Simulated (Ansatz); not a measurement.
# Al (Im-3m) in Ansatz: a series of runs

Aim: see how the results for Al move with the level of theory and the settings. Levels: HSE06, LDA. Tasks: band structure, elastic constants.

Program: Ansatz 0.2.0. These are calculated values, not measurements. Logs are shortened: lines on timing, memory, paths and dates and some standing lists are left out, and cuts for length are marked.

## Step 1: The structure

The structure is cubic, space group Im-3m (No. 229). Conventional cell: a = 3.182 Å, b = 3.182 Å, c = 3.182 Å, α = 90.00°, β = 90.00°, γ = 90.00°. Around Al (site symmetry m-3m) lie 8 Al at 2.76 Å.

This isn't the form of Al at room conditions, which is fcc.

## Step 2: Band structure, HSE06

run.py reads:

```python
import json

import ase.io
import numpy as np

import ansatz as az

atoms = ase.io.read("POSCAR", format="vasp")

calculation = (
    az.Crystal.from_ase(atoms)
    .calculation()
    .kpoints(7, 7, 7)
    .functional("hse06")
    .pseudopotentials(kind="paw", accuracy="standard")
    .scf(extra_bands=6)
    .occupations(method="gaussian", width=0.01)
    .band_structure(path=(((0.0, 0.0, 0.0), (0.5, -0.5, 0.5), (0.0, 0.0, 0.5), (0.0, 0.0, 0.0), (0.25, 0.25,
        0.25), (0.5, -0.5, 0.5)), ((0.25, 0.25, 0.25), (0.0, 0.0, 0.5))), intervals=4)
    .density()
    .potential()
    .output_files(volumetric_format="npy")
    .electron_localization_function()
    .forces()
    .stress()
    .band_table(publish=True)
)
outcome = calculation.run(threads=2, events_out="events.jsonl")

report = outcome.report
for line in open("events.jsonl"):
    event = json.loads(line)
    if event["event"] == "scf_iter":
        d = event["data"]
        print(f"SCF {d['iter']:3d}  HF = {d['harris_foulkes_ev']:.6f} eV  dr2 = {d['dr2_ev']:.2e} eV")
    elif event["event"] in ("relax_step", "md_step"):
        d = event["data"]
        print(f"{event['event']} {d['step']:3d}  E = {d['lagrangian_ev']:.6f} eV")
np.set_printoptions(precision=5, suppress=True, linewidth=110)
print("converged:", report["converged"], "after", report["n_iterations"], "iterations")
print(f"free energy {report['free_energy_ev']:.6f} eV, Fermi level {report['fermi_energy_ev']:.4f} eV")
for key in ("band_edges_ev", "magnetization_mub", "site_moments_mub", "site_moments_nc_mub", "forces_ev_ang",
                "stress_gpa", "kpoints_frac", "eigenvalues_ev"):
    if report.get(key) is not None:
        print(key, np.array(report[key]), sep="\n")
```

POSCAR reads:

```
Al
1.0
   -1.5912186900      1.5912186900      1.5912186900
    1.5912186900     -1.5912186900      1.5912186900
    1.5912186900      1.5912186900     -1.5912186900
Al
1
Direct
    0.0000000000      0.0000000000      0.0000000000
```

Potentials or basis: SSSP efficiency PAW.

The run is started by

```
> python run.py
```

The program printed:

```text
DeckWarning: basis.ecutwfc = 408.170794 eV, auto-derived from the records' recommended cutoffs: set by Al (normal level)
DeckWarning: output.stress: scf.convergence.dr2_threshold = 1e-7 eV (the SCF's general default) is looser than the 1e-10 eV advised for a printed stress (1e-10 eV for each atom of the cell: 1). What an SCF threshold leaves in a stress goes as its square root, and in the free energy as the threshold itself, and one threshold admits the most on a small cell: of the crystals measured, under no hybrid functional and no lock of the mo [...]
DeckWarning: output.stress: scf.exx.energy_threshold = 1e-6 eV is looser than the 1e-8 eV advised for a stress under a hybrid functional (1e-8 eV for each atom of the cell: 1). Every SCF of the exchange loop can meet its threshold on dr2 while the loop round them stops early: no threshold on dr2 bounds what that leaves in the stress. Set scf.exx.energy_threshold to 1e-8 eV or tighter. The threshold is the loop's pass mark: a loop [...]
PlacementWarning: RAYON_NUM_THREADS=2 ignored (pool sized by the plan → 2); use plan(threads=…)
SCF   1  HF = -537.331760 eV  dr2 = 7.31e-02 eV
SCF   2  HF = -537.317105 eV  dr2 = 1.63e-02 eV
SCF   3  HF = -537.312801 eV  dr2 = 7.01e-06 eV
SCF   4  HF = -537.312799 eV  dr2 = 7.63e-08 eV
SCF   5  HF = -537.312799 eV  dr2 = 2.25e-09 eV
SCF   6  HF = -537.312799 eV  dr2 = 8.55e-10 eV
SCF   7  HF = -537.312799 eV  dr2 = 9.77e-11 eV
SCF   1  HF = -537.640164 eV  dr2 = 5.01e-04 eV
SCF   2  HF = -537.639835 eV  dr2 = 1.10e-04 eV
SCF   3  HF = -537.639761 eV  dr2 = 1.98e-05 eV
SCF   4  HF = -537.639969 eV  dr2 = 3.60e-06 eV
SCF   5  HF = -537.639968 eV  dr2 = 2.53e-07 eV
SCF   6  HF = -537.639969 eV  dr2 = 3.74e-08 eV
SCF   1  HF = -537.639978 eV  dr2 = 1.94e-07 eV
SCF   2  HF = -537.639978 eV  dr2 = 1.16e-07 eV
SCF   3  HF = -537.639981 eV  dr2 = 9.51e-09 eV
converged: True after 16 iterations
free energy -537.639981 eV, Fermi level 8.3061 eV
magnetization_mub
0.0
forces_ev_ang
[[ 0. -0. -0.]]
stress_gpa
[[ 2.86084  0.       0.     ]
 [ 0.       2.86084 -0.     ]
 [ 0.       0.       2.86084]]
kpoints_frac
[[ 0.       0.       0.     ]
 [ 0.       0.       0.14286]
 [ 0.       0.       0.28571]
 [ 0.       0.       0.42857]
 [ 0.       0.14286  0.14286]
 [ 0.       0.14286  0.28571]
 [ 0.       0.14286  0.42857]
[... 10 lines left out ...]
 [ 0.28571  0.42857 -0.42857]
 [ 0.28571 -0.42857 -0.42857]
 [ 0.42857  0.42857 -0.42857]]
eigenvalues_ev
[[-4.6918  22.61751 22.61751 22.61751 24.40428 24.40428 24.40428 25.69798]
 [-4.0258  17.78581 20.41725 20.7836  22.43695 23.56068 25.79782 26.21715]
 [-2.03484 11.53177 18.48678 18.59761 20.38262 21.84399 27.61132 27.89219]
 [ 1.26331  5.91177 17.41899 17.50808 19.31041 20.83684 29.68237 30.76011]
 [-2.69782 14.7323  15.32385 18.9268  23.02394 23.43954 26.98611 27.20783]
 [-0.05355  9.05645 13.32602 17.37762 21.75614 24.58691 26.66009 30.8107 ]
 [ 3.57062  4.26243 12.7206  16.83726 21.23196 24.70669 28.36022 29.75858]
 [ 3.20872  7.37863  8.3034  16.33289 24.10693 24.66476 27.68423 31.40195]
 [-0.7174  12.34548 12.34548 13.6327  27.56647 27.56647 27.62639 27.62639]
 [ 2.55371  7.13121 11.10786 12.16095 27.2196  27.31289 30.39247 31.3105 ]
 [-3.36039 17.41957 17.41957 19.36914 20.46539 23.81889 26.59382 26.59382]
 [ 6.08879  6.08879  7.2748  11.14586 29.93303 30.00741 30.00741 33.47107]
 [-1.37028 12.08097 15.22633 17.63375 20.61004 22.8602  25.772   30.32571]
 [ 1.92422  6.55331 14.10633 16.5198  21.87447 22.70362 24.8867  28.0632 ]
 [ 1.27168  9.90452 10.7032  18.45619 19.36161 22.45727 26.20267 29.99211]
 [ 4.85265  5.56842  9.75644 18.30042 21.35449 21.8767  23.25668 30.36592]
 [ 0.61668 12.97773 12.97773 14.33682 16.30879 25.55299 27.37475 29.5125 ]
 [ 3.88955  8.4107  11.83391 13.9717  17.34135 21.16103 27.27105 30.17882]
 [ 7.3997   7.3997   8.55741 16.08057 16.08057 17.93015 27.85494 34.19545]
 [ 7.0682  10.67556 10.67556 11.73253 13.54026 16.59241 32.92153 33.72006]]
```

Wall time 89 s (2 threads of Arm Neoverse V1, shared host); peak memory 1.3 GiB.

Results:

| Item | Value |
| --- | --- |
| Free energy | -537.6400 eV |
| Pressure | 2.9 GPa |
| Band gap on the k mesh | none (metal or under the smearing width) |

Levels at the corners of the path, in eV from the Fermi level:
```csv
point,band 1,band 2,band 3,band 4,band 5,band 6
Γ,-13.00,14.31,14.31,14.31,16.10,16.10
H,2.08,2.08,2.08,3.09,3.09,6.43
N,-5.21,-4.54,8.96,9.08,10.87,12.40
Γ,-13.00,14.31,14.31,14.31,16.10,16.10
P,-1.35,-1.35,-1.35,0.54,23.24,23.24
H,2.08,2.08,2.08,3.09,3.09,6.43
P,-1.35,-1.35,-1.35,0.54,23.24,23.24
N,-5.21,-4.54,8.96,9.08,10.87,12.40
```

Caveat: the k mesh is coarse (spacing up to 0.40 Å⁻¹), so the values aren't converged, least of all with exact exchange; the PAW data sets were made with another functional, which shifts forces and pressure a little; the thresholds are loose for stress.

## Step 3: Elastic constants, LDA, collinear spin, random start (volume scaled by 0.96)

run.py reads:

```python
import json

import ase.io
import numpy as np

import ansatz as az

atoms = ase.io.read("Al.cif")
atoms.info.pop("occupancy", None)
atoms.set_initial_magnetic_moments([-0.11, -0.21])

calculation = (
    az.Crystal.from_ase(atoms)
    .calculation()
    .kpoints(6, 6, 6)
    .functional("lda")
    .pseudopotentials(kind="paw", source="jth", xc_functional="pbe")
    .spin("collinear")
    .occupations(method="gaussian", width=0.1)
    .elastic(mode="relaxed_ion", stencil="two_point")
    .forces()
    .stress()
)
outcome = calculation.run(threads=2, events_out="events.jsonl")

report = outcome.report
for line in open("events.jsonl"):
    event = json.loads(line)
    if event["event"] == "scf_iter":
        d = event["data"]
        print(f"SCF {d['iter']:3d}  HF = {d['harris_foulkes_ev']:.6f} eV  dr2 = {d['dr2_ev']:.2e} eV")
    elif event["event"] in ("relax_step", "md_step"):
        d = event["data"]
        print(f"{event['event']} {d['step']:3d}  E = {d['lagrangian_ev']:.6f} eV")
np.set_printoptions(precision=5, suppress=True, linewidth=110)
print("converged:", report["converged"], "after", report["n_iterations"], "iterations")
print(f"free energy {report['free_energy_ev']:.6f} eV, Fermi level {report['fermi_energy_ev']:.4f} eV")
for key in ("band_edges_ev", "magnetization_mub", "site_moments_mub", "site_moments_nc_mub", "forces_ev_ang",
                "stress_gpa"):
    if report.get(key) is not None:
        print(key, np.array(report[key]), sep="\n")
```

Al.cif reads:

```cif
data_Al
_cell_length_a 3.13942620
_cell_length_b 3.13942620
_cell_length_c 3.13942620
_cell_angle_alpha 90.00000000
_cell_angle_beta 90.00000000
_cell_angle_gamma 90.00000000
_space_group_name_H-M_alt 'Im-3m'
_space_group_name_Hall '-I 4 2 3'
_space_group_IT_number 229
loop_
_space_group_symop_operation_xyz
'x,y,z'
'-x,-y,-z'
'-y,x,z'
'y,-x,-z'
'-x,-y,z'
'x,y,-z'
'y,-x,z'
'-y,x,-z'
'x,-y,-z'
'-x,y,z'
'-y,-x,-z'
'y,x,z'
'-x,y,-z'
'x,-y,z'
'y,x,-z'
'-y,-x,z'
'z,x,y'
'-z,-x,-y'
'z,-y,x'
'-z,y,-x'
'z,-x,-y'
'-z,x,y'
'z,y,-x'
'-z,-y,x'
'-z,x,-y'
'z,-x,y'
'-z,-y,-x'
'z,y,x'
'-z,-x,y'
'z,x,-y'
'-z,y,x'
'z,-y,-x'
'y,z,x'
'-y,-z,-x'
'x,z,-y'
'-x,-z,y'
'-y,z,-x'
'y,-z,x'
'-x,z,y'
'x,-z,-y'
'-y,-z,x'
'y,z,-x'
'-x,-z,-y'
'x,z,y'
'y,-z,-x'
'-y,z,x'
'x,-z,y'
'-x,z,-y'
'x+1/2,y+1/2,z+1/2'
'-x+1/2,-y+1/2,-z+1/2'
'-y+1/2,x+1/2,z+1/2'
'y+1/2,-x+1/2,-z+1/2'
'-x+1/2,-y+1/2,z+1/2'
'x+1/2,y+1/2,-z+1/2'
'y+1/2,-x+1/2,z+1/2'
'-y+1/2,x+1/2,-z+1/2'
'x+1/2,-y+1/2,-z+1/2'
'-x+1/2,y+1/2,z+1/2'
'-y+1/2,-x+1/2,-z+1/2'
'y+1/2,x+1/2,z+1/2'
'-x+1/2,y+1/2,-z+1/2'
'x+1/2,-y+1/2,z+1/2'
'y+1/2,x+1/2,-z+1/2'
'-y+1/2,-x+1/2,z+1/2'
'z+1/2,x+1/2,y+1/2'
'-z+1/2,-x+1/2,-y+1/2'
'z+1/2,-y+1/2,x+1/2'
'-z+1/2,y+1/2,-x+1/2'
'z+1/2,-x+1/2,-y+1/2'
'-z+1/2,x+1/2,y+1/2'
'z+1/2,y+1/2,-x+1/2'
'-z+1/2,-y+1/2,x+1/2'
'-z+1/2,x+1/2,-y+1/2'
'z+1/2,-x+1/2,y+1/2'
'-z+1/2,-y+1/2,-x+1/2'
'z+1/2,y+1/2,x+1/2'
'-z+1/2,-x+1/2,y+1/2'
'z+1/2,x+1/2,-y+1/2'
'-z+1/2,y+1/2,x+1/2'
'z+1/2,-y+1/2,-x+1/2'
'y+1/2,z+1/2,x+1/2'
'-y+1/2,-z+1/2,-x+1/2'
'x+1/2,z+1/2,-y+1/2'
'-x+1/2,-z+1/2,y+1/2'
'-y+1/2,z+1/2,-x+1/2'
'y+1/2,-z+1/2,x+1/2'
'-x+1/2,z+1/2,y+1/2'
'x+1/2,-z+1/2,-y+1/2'
'-y+1/2,-z+1/2,x+1/2'
'y+1/2,z+1/2,-x+1/2'
'-x+1/2,-z+1/2,-y+1/2'
'x+1/2,z+1/2,y+1/2'
'y+1/2,-z+1/2,-x+1/2'
'-y+1/2,z+1/2,x+1/2'
'x+1/2,-z+1/2,y+1/2'
'-x+1/2,z+1/2,-y+1/2'
loop_
_atom_site_label
_atom_site_type_symbol
_atom_site_symmetry_multiplicity
_atom_site_Wyckoff_symbol
_atom_site_fract_x
_atom_site_fract_y
_atom_site_fract_z
_atom_site_occupancy
Al1 Al 2 a 0.0000000000 0.0000000000 0.0000000000 1
```

Potentials or basis: JTH PAW.

The run is started by

```
> python run.py
```

The program printed:

```text
DeckWarning: basis.ecutwfc = 570 eV, auto-derived from the records' recommended cutoffs: set by Al (normal level)
DeckWarning: pseudopotentials/Al.paw.azcp: the checks of this Al dataset prove no rule for summing its radial tables, as where they were carried onto another mesh than they were made on, and Gregory's rule is taken, under which a leading mesh point left out moves its sums only by what lay on the interval it spanned. That does not make them correct, and they differ from Quantum ESPRESSO's on this file; a re-export a fr [...]
PlacementWarning: RAYON_NUM_THREADS=2 ignored (pool sized by the plan → 2); use plan(threads=…)
RunWarning: a single point of the input's cell can leave the moments in the input for a lower state (scf.lower_state_search): this run first made a single point of its cell. This run's own SCFs start from that state's density, with no starting moments. The single point did not stay on the moments in the input, or on the state to which they lead. To start from the moments in the input alone, type scf.lower_state_search: off (mome [...]
SCF   1  HF = -1025.390408 eV  dr2 = 1.82e-13 eV
SCF   2  HF = -1025.390407 eV  dr2 = 6.34e-13 eV
SCF   3  HF = -1025.390407 eV  dr2 = 6.99e-13 eV
SCF   4  HF = -1025.390407 eV  dr2 = 3.29e-16 eV
SCF   1  HF = -1025.389258 eV  dr2 = 2.11e-06 eV
SCF   2  HF = -1025.389258 eV  dr2 = 1.02e-06 eV
SCF   3  HF = -1025.389257 eV  dr2 = 3.19e-10 eV
SCF   4  HF = -1025.389257 eV  dr2 = 1.95e-11 eV
SCF   5  HF = -1025.389257 eV  dr2 = 1.98e-12 eV
SCF   6  HF = -1025.389257 eV  dr2 = 9.22e-15 eV
[... 6 lines left out ...]
SCF   2  HF = -1025.390441 eV  dr2 = 3.82e-06 eV
SCF   3  HF = -1025.390440 eV  dr2 = 2.00e-10 eV
SCF   4  HF = -1025.390440 eV  dr2 = 1.05e-10 eV
SCF   5  HF = -1025.390440 eV  dr2 = 2.46e-12 eV
SCF   6  HF = -1025.390440 eV  dr2 = 8.95e-15 eV
SCF   1  HF = -1025.390440 eV  dr2 = 4.79e-09 eV
SCF   2  HF = -1025.390440 eV  dr2 = 2.14e-09 eV
SCF   3  HF = -1025.390440 eV  dr2 = 1.05e-12 eV
SCF   4  HF = -1025.390440 eV  dr2 = 2.05e-13 eV
SCF   5  HF = -1025.390440 eV  dr2 = 7.68e-15 eV
converged: True after 4 iterations
free energy -1025.390407 eV, Fermi level 8.4224 eV
magnetization_mub
0.0
site_moments_mub
[0. 0.]
forces_ev_ang
[[ 0. -0.  0.]
 [ 0. -0. -0.]]
stress_gpa
[[3.23985 0.      0.     ]
 [0.      3.23985 0.     ]
 [0.      0.      3.23985]]
```

Run time: 4.4 s. Hardware: 2 threads of Arm Neoverse V1, shared host; peak memory 0.41 GiB.

What came out:

```
Free energy                     : -1025.3904 eV
Pressure                        : 3.2 GPa
Band gap on the k mesh          : none (metal or under the smearing width)
Net moment                      : 0.00 μB per cell
Absolute moment                 : 0.00 μB per cell
Elastic constants C11, C12, C44 : -259, 249, -83 GPa
Voigt bulk modulus              : 80 GPa
```

Levels at points of the mesh, in eV from the Fermi level:
Spin up:
```csv
k point,band 1,band 2,band 3,band 4,band 5,band 6,band 7
"(0.00, 0.00, 0.00)",-11.57,1.94,1.94,1.94,2.99,2.99,6.12
"(0.00, 0.00, -0.50)",-7.87,-7.87,5.20,5.20,5.20,5.20,6.74
"(0.00, -0.50, -0.50)",-4.54,-4.54,-3.96,-3.96,8.48,8.48,8.52
"(-0.50, -0.50, -0.50)",-1.07,-1.07,-1.07,-1.07,-1.07,-1.07,0.61
```
Spin down:
| k point | band 1 | band 2 | band 3 | band 4 | band 5 | band 6 | band 7 |
| --- | --- | --- | --- | --- | --- | --- | --- |
| (0.00, 0.00, 0.00) | -11.57 | 1.94 | 1.94 | 1.94 | 2.99 | 2.99 | 6.12 |
| (0.00, 0.00, -0.50) | -7.87 | -7.87 | 5.20 | 5.20 | 5.20 | 5.20 | 6.74 |
| (0.00, -0.50, -0.50) | -4.54 | -4.54 | -3.96 | -3.96 | 8.48 | 8.48 | 8.52 |
| (-0.50, -0.50, -0.50) | -1.07 | -1.07 | -1.07 | -1.07 | -1.07 | -1.07 | 0.61 |

Elastic tensor in Voigt notation (GPa, in the Cartesian axes of the cell as first typed):
```
-259  249  249    0    0    0
 249 -259  249    0    0    0
 249  249 -259    0    0    0
   0    0    0  -83    0    0
   0    0    0    0  -83    0
   0    0    0    0    0  -83
```

Caveat: the cell is more than 3 GPa from zero pressure, which shifts response properties; the elastic tensor has a negative eigenvalue, so either the cell is unstable as it stands or the mesh is too thin.
